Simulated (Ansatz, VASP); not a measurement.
**One calculation of In3Se, two programs**

```
In Se
1.0
     4.70569    0.00000    0.00000
     0.00000    4.70569    0.00000
     0.00000    0.00000    4.70569
In Se
3 1
Cartesian
  2.3528 2.3528 0.0000
  2.3528 0.0000 2.3528
  0.0000 2.3528 2.3528
  0.0000 0.0000 0.0000
```

The cell comes from a database or a generator and needn't be the stable form of this composition.

Alike in both runs: task single point; functional PBEsol; k mesh 6 × 6 × 6; occupations fermi-dirac, width 0.05 eV; no spin polarisation.

|  | VASP | Ansatz |
| --- | --- | --- |
| version | VASP 6.6.1 | Ansatz 0.2.0 |
| potentials or method | VASP PAW PBE potentials, release 64 (In_d, Se) | Ansatz PAW |
| plane-wave cutoff (eV) | 520 | 420 |
| valence electrons in the cell | 45 | 55 |

```tsv
	VASP	Ansatz	Ansatz less VASP
gap on the k mesh at the Fermi level (eV)	none	none	-
pressure (GPa)	-0.9	-0.9	+0.01
```

A gap of «none» marks a metal or a gap that the smearing closes. The two sets of potentials don't hold the same shells in valence.

Caveats: the PAW data sets were made with another functional, which shifts forces and pressure a little (VASP); the PAW data sets come from PBE, with cores solved anew for the run's functional, which leaves a small shift of forces and pressure (Ansatz).
